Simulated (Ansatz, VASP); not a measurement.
# BN: VASP beside Ansatz

INCAR

```
PREC     = Accurate       # precision mode
ENCUT    = 520            # plane-wave cutoff, eV
EDIFF    = 1E-6           # SCF threshold, eV
ISMEAR   = 0              # smearing method
SIGMA    = 0.02           # smearing width, eV
LREAL    = False          # projectors in reciprocal space
LASPH    = True           # aspherical terms in the spheres
NELM     = 100            # most SCF steps
ALGO     = Normal         # electronic algorithm
ISIF     = 2              # what is computed and relaxed
LWAVE    = False          # write WAVECAR
LCHARG   = True           # write CHGCAR
GGA      = PE             # functional
LELF     = True           # ELF
LVHAR    = True         
NBANDS   = 11             # bands
```

KPOINTS

```
regular mesh
0
Gamma
  10 10 6
```

The input POSCAR:

```
BN
1.0
    2.1755956940     -1.2560818633     -0.0073497797
    2.1755956940      1.2560818633     -0.0073497797
   -1.4137592606      0.0000000000      4.1827195725
B N
1 1
Direct
    0.0004416291      0.0004416291      0.0013278914
    0.6671253509      0.6671253509      0.0013730586
```

Input for Ansatz:

```yaml
crystal:
  lattice:
    - [2.175595694, -1.2560818633, -0.0073497797]
    - [2.175595694, 1.2560818633, -0.0073497797]
    - [-1.4137592606, 0.0, 4.1827195725]
  atoms:
    - { symbol: B, position: [0.0004416291, 0.0004416291, 0.0013278914] }
    - { symbol: "N", position: [0.6671253509, 0.6671253509, 0.0013730586] }
basis:
  ecutwfc: 420
kpoints:
  mp_grid: { grid: [10, 10, 6] }
  band_path:
    path:
      - [[0.0, 0.0, 0.0], [-0.34306625, 0.34306625, 0.0]]
      - [[0.34306625, 0.65693375, 0.0], [0.5, 0.5, 0.0], [0.0, 0.0, 0.0], [0.5, 0.5, -0.5], [0.31340446, 0.68659554, -0.5]]
      - [[-0.31340446, 0.31340446, -0.5], [0.0, 0.0, -0.5], [0.0, 0.0, 0.0]]
      - [[0.0, 0.5, -0.5], [0.0, 0.0, 0.0], [0.0, 0.5, 0.0]]
    npoints: 14
hamiltonian:
  xc: pbe
scf:
  occupations: { method: gaussian, width: 0.02 }
  n_extra_bands: 6
output:
  forces: true
  stress: true
  eigenvalues: true
  populations: true
  dos: { projected: true, de: 0.02, nscf_kmesh: { grid: [15, 15, 9] } }
  bader: true
  write_density: true
  write_potential: true
  elf: true
  volumetric_format: npy
```

The cell was built by a generator and needn't be a form met in nature.

Alike in both runs: task single point; functional PBE; k mesh 10 × 10 × 6; occupations gaussian, width 0.02 eV; no spin polarisation.

|  | VASP | Ansatz |
| --- | --- | --- |
| version | VASP 6.6.1 | Ansatz 0.2.0 |
| potentials or method | VASP PAW PBE potentials, release 64 (B, N) | scalar-relativistic, plane waves, PAW |
| plane-wave cutoff (eV) | 520 | 420 |
| valence electrons in the cell | 8 | 8 |

Ansatz gave:

| Property | Result |
| --- | --- |
| gap on the k mesh at the Fermi level (eV) | 4.52 |
| least direct gap on the mesh (eV) | 4.98 |
| pressure (GPa) | 0.0 |
| largest component of the traceless stress (GPa) | 0.04 |

Task: What did VASP give for the same quantities?

Result: gap on the k mesh at the Fermi level (eV): 4.52; least direct gap on the mesh (eV): 4.97; pressure (GPa): 0.1; largest component of the traceless stress (GPa): 0.13.

Caveats: this functional lacks dispersion, which binds the layers, so the pressure and a relaxed spacing across them are unreliable. PBE gaps usually lie below the measured ones, often by a third to a half. A k mesh can miss the band edges.
